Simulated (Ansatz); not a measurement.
# What BeZn2P2 (built on the sites of a database entry of CaZn2P2) distorts into, part 3 of 3

Which phase does BeZn2P2 (built on the sites of a database entry of CaZn2P2) fall into along its unstable mode, and how much energy does it gain?

Ansatz 0.2.0; DFT PBEsol, scalar-relativistic, plane waves, PAW.

So far. Step 5 (Energy along the mode, all amplitudes (two of the runs …): The lowest of the steps tried is at 0.32 Å, 4.49 meV/atom below the parent; the bottom of the well need not coincide with a step. Step 7 (The new phase in its own primitive cell): The largest force component left is 0.33 meV/Å and the pressure is -0.002 GPa, within the tolerances set. The cell now holds 17.02 Å³/atom.

The structure was built from a prototype and need not be the compound's stable phase.

## 8. Modes of the new phase

A relaxed structure may still be a saddle point, so its zone-centre modes are computed. No field response is asked, since the mesh shows no gap.

Input file input.yaml:

```yaml
crystal:
  lattice:
    - [3.5605483998, -1.8535614958, 0.0]
    - [3.5605483998, 1.8535614958, 0.0]
    - [-0.784136086, 0.0, 6.4466685264]
  atoms:
    - { symbol: Be, position: [0.8217559939, 0.8217559939, 0.0415902259] }
    - { symbol: Zn, position: [0.3781840545, 0.3781840545, 0.6467710201] }
    - { symbol: Zn, position: [0.6868366012, 0.6868366012, 0.3650876028] }
    - { symbol: P, position: [0.3711261012, 0.3711261012, 0.2154432578] }
    - { symbol: P, position: [0.7063163727, 0.7063163727, 0.7311078934] }
kpoints:
  mp_grid: { grid: [12, 12, 6] }
hamiltonian:
  xc: pbesol
scf:
  occupations: { method: methfessel_paxton, width: 0.2 }
output:
  eigenvalues: true
phonons:
  method: dfpt
```

The run is started by

```bash
$ ansatz run input.yaml --threads 8 --pin off --max-ram 14336MiB --backend cpu --events-out ev --progress --plain --runs-dir out
```

Numbers of over 12 decimals in the logs are rounded to 6 here.

The log of the run:

```text
zone centre: on kpoints.mp_grid the ground state, and the responses unless they are solved on pairs of k-points, stand on 242 of the mesh's 864 k-points, reduced under 2 symmetry operations, with k and −k counted as one. Each operation leaves every solved displacement unchanged or reverses it
[...]
Crystal: 5 atoms, lattice volume = 85.092 Å³
Basis set: ecut = 420 eV, 1651 PW (Γ), exchange–correlation on 54×54×90 points (8 copies of the dense FFT grid, shifted against one another)
Bands: 23, of which v1, the nominal top of the filled ones, is band 18 counted from 1 (17 counted from 0)
Symmetry: 2 space group operations
k-points: 242 of 864 (time reversal used)
[...]
SCF iter   1: F=—  HF=-8132.742277 eV  |F-HF|=—  |Δ(HF+E_count)|=         —  Δρ=5.12e-3  dr2=3.23e-2  ethr=1.77e-3  ⟨swp⟩=6.5  Hψ=30776  notcnv=0
[...]
SCF iter  15: F=-8132.731218 eV  HF=-8132.731218 eV  |F-HF|=0.00e0  |Δ(HF+E_count)|=  1.82e-12  S|Δr|=    0.00e0  Δρ=2.72e-8  dr2=1.87e-12  ethr=1.00e-12  ⟨swp⟩=10.0  Hψ=31865  notcnv=0
SCF 1 converged in 15 iterations: F = -8132.731218 eV  dr2 = 1.87e-12
[...]
DFPT response loops at Γ: preconditioner auto → Kerker (q_TF=auto, 2.364 Å⁻¹) (partly filled bands, converged f_vac=0.006); β = 1.00, the filter's whole step (`scf.mixing.beta` (0.50) is not read by the response loops under this deck's `scf.mixing.preconditioner`; to damp them name `kerker` or `kerker_dos`, under which they read `scf.mixing.beta`, and type it under 1.00, their step now; both keys bind the ground state too); Broyden in place of MSR1
SCF converged after 15 iterations
[...]
Free energy (F): -8132.731218 eV
[...]
Internal energy: -8132.731340 eV  (E = F + TS)
E sigma→0 (E₀):  -8132.731249 eV
Entropy (-TS):   0.000122 eV (0.024 meV/atom)
Fermi energy:    7.605523 eV
[...]
--- Band table (eV; the first three rows and the last of 242) ---
  k-point 0: bands = [... 14 lower, 5.8968, 6.5149, 6.8544, 7.7618, 8.2832, 9.2198, 10.2338, 11.2175, ... 1 higher]
  k-point 1: bands = [... 14 lower, 5.8095, 6.1316, 6.7733, 7.6890, 8.3224, 9.4783, 10.4749, 10.9832, ... 1 higher]
  k-point 2: bands = [... 14 lower, 5.6084, 5.8503, 6.8560, 7.5416, 8.4966, 9.4467, 10.4636, 11.4555, ... 1 higher]
  k-point 241: bands = [... 14 lower, 4.3069, 4.8480, 5.1991, 6.0457, 8.1933, 9.2503, 9.8282, 10.7331, ... 1 higher]
--- Phonons (Γ-DFPT): 15 representative perturbations + reference, on 242 of 864 k-points (Σ response iterations 55) ---
  k mesh reduced under 2 symmetry operations, with k and −k counted as one. Each operation leaves every solved displacement unchanged or reverses it
  ASR residual: 3.347e-5 → 0.000e0 eV/Å²; symmetrization residual: 1.530e-6 eV/Å²
  ASR residual per site (eV/Å²): 3.21e-5 3.35e-5 3.16e-5 1.81e-5 1.22e-5
[...]
non-analytic LO–TO correction: not included (Born effective charges unavailable; polar crystals: no LO–TO splitting at Γ)
```

It took 82 s on 8 threads of Intel Xeon Platinum 8488C (Sapphire Rapids), shared host; peak memory 2 GiB.

This step gave:

```
sum-rule residual before enforcement                    : 3.35e-5 eV/Å²
point group                                             : m
highest optical mode at the zone centre (no LO-TO term) : 648.5 cm⁻¹
lowest optical zone-centre mode                         : 30.63 cm⁻¹
```

Patterns of degenerate modes are one choice out of their space. The modes at Γ (shares of kinetic energy by element, %):

```csv
mode,frequency (cm⁻¹),symmetry,Be %,Zn %,P %
1,0.0,acoustic,4,65,31
2,0.0,acoustic,4,65,31
3,0.0,acoustic,4,65,31
4,30.6,A'',4,64,32
5,49.2,A',1,66,33
6,94.7,A',1,89,10
7,131.3,A'',19,33,47
8,204.1,A',16,29,55
9,223.1,A',56,21,22
10,304.3,A'',0,38,62
11,311.2,A',20,24,56
12,327.2,A',1,31,68
13,357.4,A',8,10,83
14,485.3,A'',72,0,28
15,648.5,A',88,1,11
```

Displacements in mode 4 (30.6 cm⁻¹), the largest set to 1:
```
Be1  0.00  0.76  0.00
Zn2  0.00 -0.79  0.00
Zn3  0.00  0.85  0.00
P4   0.00  0.66  0.00
P5   0.00 -1.00  0.00
```

Displacements in mode 7 (131.3 cm⁻¹), the largest set to 1:
```
Be1  0.00  1.00  0.00
Zn2  0.00 -0.04  0.00
Zn3  0.00 -0.49  0.00
P4   0.00  0.84  0.00
P5   0.00 -0.03  0.00
```

Before it was imposed, the acoustic sum rule was missed by 3.3e-5 eV/Å². Small misses are needed for a sound result but don't prove that mesh and cutoff are converged. The lowest optical mode is real, 30.6 cm⁻¹.

## 9. Outcome

```
unstable mode of the parent                                                      : q = (0, 0, 0), 154i cm⁻¹
depth at the lowest point sampled                                                : 4.49 meV/atom
largest atomic shift at that point                                               : 0.32 Å
space group reached (within 0.01 Å)                                              : Cm
energy gained over the parent (first relaxation, on the mesh of the frozen mode) : 128 meV/atom
volume per atom, phase reached                                                   : 17.0 Å³
lowest optical zone-centre mode, phase reached                                   : 30.6 cm⁻¹
highest optical mode at the zone centre (no LO-TO term), phase reached           : 648 cm⁻¹
```

What this shows: Along this mode the structure falls into Cm, 128 meV/atom below the parent. At the parent's cell the well is 4.486 meV/atom deep on the steps tried, with its lowest point at a shift of 0.32 Å. Relaxing atoms and cell changes the gain by +123.86 meV/atom against the lowest step (energies at zero smearing). Most of the total comes from this relaxation. The new phase has no imaginary mode at the zone centre of its cell; other wavevectors were not checked. Of the 3 patterns followed to their end from this parent, this one ends 23.5 meV/atom above the lowest, C2. Each path keeps the symmetry of its pattern, so a lower phase may lie along a pattern not tried. With no gap, or one that is small against the smearing, the frequencies hang on the k mesh and the smearing, most of all near Kohn anomalies. The starting cell was built on a prototype and not taken from a measurement, so the phase need not exist.

[Logs are printed without paths, hosts, clocks, repeated set-up lines and the standing remarks that a program may print on its own settings, such as how far it seeks lower states.]

[Hosts, paths, dates, database ids (printed as entryN), source tags and the programs' standing remarks are cut or masked in the printed files.]
